The pressure of a crystal at a given cell is minus the slope of its energy with volume, P = −dE/dV, and it's positive when the cell is squeezed. Here it was computed twice for each of eight body-centred cubic elements in the same cell, once with LDA and once with PBEsol. The column "pressure, (2) less (1)" holds the PBEsol value less the LDA value, called ΔP below. It runs from about 1 to 6 GPa. Behind it stand two energies worth remembering: roughly 0.5 eV per atom for the metals bonded by d electrons and 0.2 eV per atom for the other elements, each to be divided by the volume of the atom.

Eight body-centred cubic elements, computed with Ansatz 0.2.0 in scalar-relativistic DFT without spin polarization, using (1) LDA and (2) PBEsol with the default frozen-core PAW datasets. Both runs of an element share its cell and k mesh (14 to 19 points per axis), with a 420 eV cutoff and Fermi-Dirac smearing of 0.03 to 0.08 eV. Pressure is positive in compression.

```csv
crystal,space group,largest Z,volume (Å³/atom),"pressure, LDA (1) (GPa)","pressure, PBEsol (2) (GPa)","pressure, (2) less (1) (GPa)"
B,229,5,6.144,-8.26,-2.98,5.28
C,229,6,6.640,-11.51,-7.55,3.96
Al,229,13,16.94,-2.95,-1.46,1.49
Ti,229,22,17.68,-10.64,-6.50,4.14
Rh,229,45,14.47,-15.52,-9.89,5.63
Sn,229,50,27.57,-3.90,-2.71,1.20
Ta,229,73,18.13,-10.08,-5.12,4.95
W,229,74,16.30,-16.42,-10.95,5.47
```

The two pressure columns are negative throughout, which means that each cell is larger than either functional would choose. How negative they are depends on the cell that was used, so a large tension in one row is no measure of a functional's error. The difference is safer to compare, because both functionals saw the same cell. It is positive in every row: PBEsol always pulls inward less than LDA does.

The sign follows from what the two functionals look at. LDA treats each point of the crystal as a piece of uniform electron gas with the local density. PBEsol also looks at how steeply the density changes, and it lowers the energy where that change is steep. Where the density changes only gently, the two functionals nearly agree. When the atoms move apart, the density between them thins out and becomes more uneven relative to its own value. PBEsol should therefore gain on LDA as the crystal expands, and the positive ΔP shows that it does. This gain acts as an extra outward push.

Only the part of the energy difference that changes with volume can push. The total energy of Sn drops by 70 eV on going from LDA to PBEsol, that of Rh by only 60 eV, yet ΔP is almost five times larger in Rh. Most of the drop arises deep inside the atoms, where the density hardly notices the neighbours. A heavy atom with many electrons thus has a large energy shift but not necessarily a large pressure shift.

To compare atoms of different size, multiply ΔP by the volume per atom V. The product is the energy per atom that PBEsol gains on LDA per unit of relative expansion. It falls into two separate groups: 0.16 to 0.21 eV for B, C, Al and Sn, and 0.46 to 0.56 eV for Ti, Rh, Ta and W. For an expansion of 1 %, that is about 2 meV per atom in the first group and 5 meV in the second.

The cleanest view of the two groups comes from three atoms of nearly equal size. Al has a volume between those of W and Ti, yet its ΔP is 1.5 GPa, against 5.5 GPa for W and 4.1 GPa for Ti. Volume can't be the reason here. The plainest difference between Al and its two neighbours in size is the kind of electron that holds the metal together.

In Al the bonding electrons are s and p electrons, spread rather evenly through the crystal. In Ti, Rh, Ta and W, d electrons take part as well. Their orbitals are compact, so the density falls steeply from each atom towards the region where neighbours overlap, and a small change of distance alters that region strongly. The energy difference between a functional that responds to gradients and one that doesn't should then change more with volume, which argues for the larger energy in the second group.

Sn shows that owning a d shell isn't enough. Its filled 4d shell lies some 21 eV below the Fermi level and takes little part in bonding, and Sn stays in the low group. The assignment to d bonding is still an argument and not a measurement, because the four d metals share a second trait: their outer core s and p shells were computed along with the valence electrons and also overlap a little. The calculation doesn't separate the two contributions.

Among B, C, Al and Sn, the size of the atom does most of the rest. Pressure is energy per volume, so the same energy gives a larger pressure in a smaller atom. An atom of Sn takes up 4.5 times the volume of an atom of B, and ΔP is 4.4 times smaller. B thus reaches the level of W by a different route: its energy is small, but so is the space over which it is spread.

The simple model is ΔP = c/V, with one constant c for each group. A least-squares fit to ΔP in all eight rows gives c = 0.18 eV for B, C, Al and Sn and 0.52 eV for the d metals. For Ta, which was part of the fit, 0.52 eV divided by 18.13 Å³ is 0.029 eV/Å³. One eV/Å³ equals about 160 GPa, so the estimate is 4.6 GPa, against 4.95 GPa in the table. The typical miss is 0.4 GPa, and 0.6 GPa when each row is predicted from the other seven. The worst row is Ti, where the model gives 4.7 GPa against 4.14 GPa in the table. Its energy, 0.46 eV, is the lowest of the d metals, so its ΔP falls below that of Ta although its atom is slightly smaller. The calculation doesn't show why.

That the energy is so similar within a group is an observed regularity, not a law. The dependence on volume is tested mainly by the first group, since the volumes of the four d metals differ by only a quarter and their energies by nearly as much. The frozen atomic cores were made for another functional, PBE, and served both calculations, which may shift the constants by an unknown amount. Spin-orbit coupling, strongest in Ta and W, was left out of both calculations, so most of its effect should cancel in ΔP.

B and C show where the rule is too coarse. Both are metals in this structure, C included, which here has nothing of diamond. Their volumes are close, yet ΔP is 1.3 GPa lower in C, and the slightly larger volume of C explains only about a quarter of that. The remainder is a difference in energy per atom, 0.20 eV in B against 0.16 eV in C, and its cause is open.

For practical work the pressure matters mostly through the cell size it implies. Dividing ΔP by the bulk modulus gives roughly the fraction by which the PBEsol equilibrium volume exceeds that of LDA. With rough, recalled moduli of the ordinary phases, this is about 2 % for Al, Rh, Sn and W, somewhat more for Ta, and nearly 4 % for Ti. Ti is soft for a d metal, but its ΔP is only somewhat below that of the stiff ones, so its cell reacts more. A rule based on stiffness alone would put ΔP of Ti at little more than half its computed value.

For a similar bcc metal, the first question is therefore whether d electrons take part in the bonding, and the second is how much room each atom has. The first picks the energy, the second turns it into a pressure. In the four d metals here, d bands cross the Fermi level. Metals such as Cu, whose full d bands lie only a few eV below it, weren't tested, but the argument from compact d orbitals should apply to them too.
